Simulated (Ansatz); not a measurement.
Input of an Ansatz 0.2.0 run:

The input input.yaml:

```yaml
crystal:
  lattice:
    - [-2.574489719, 2.574489719, 1.3974126432]
    - [2.574489719, -2.574489719, 1.3974126432]
    - [2.574489719, 2.574489719, -1.3974126432]
  atoms:
    - { symbol: Ge, position: [0.5, 0.5, 0.0] }
    - { symbol: Ge, position: [0.25, 0.75, 0.5] }
kpoints:
  mp_grid: { grid: [8, 8, 8] }
scf:
  occupations: { method: fermi_dirac, width: 0.05 }
hamiltonian:
  xc: pbesol
  pseudopotentials: { kind: all_electron, lapw: { basis_error: 0.001 } }
output:
  forces: true
  stress: true
elastic:
  mode: clamped_ion
  stencil: two_point
```

Potentials or basis: all-electron LAPW, scalar-relativistic.

Run with:

```bash
$ ansatz run input.yaml --threads 1 --pin off --max-ram 3072MiB --backend cpu --events-out ev --progress --plain --runs-dir out
```

Predict the Voigt bulk modulus.

76 GPa.

Estimate the band gap on the k mesh.

none (metal or under the smearing width).

Predict the pressure.

-0.7 GPa.

Elastic tensor in Voigt notation (GPa, ions clamped, in the Cartesian axes of the cell as first typed):
```
170  19  31   0   0   0
 19 170  31   0   0   0
 36  36 173   0   0   0
  0   0   0  37   0   0
  0   0   0   0  37   0
  0   0   0   0   0  62
```

Caveat: a metal's response needs a denser mesh; elastic constants of metals need much finer meshes, so these are rough.
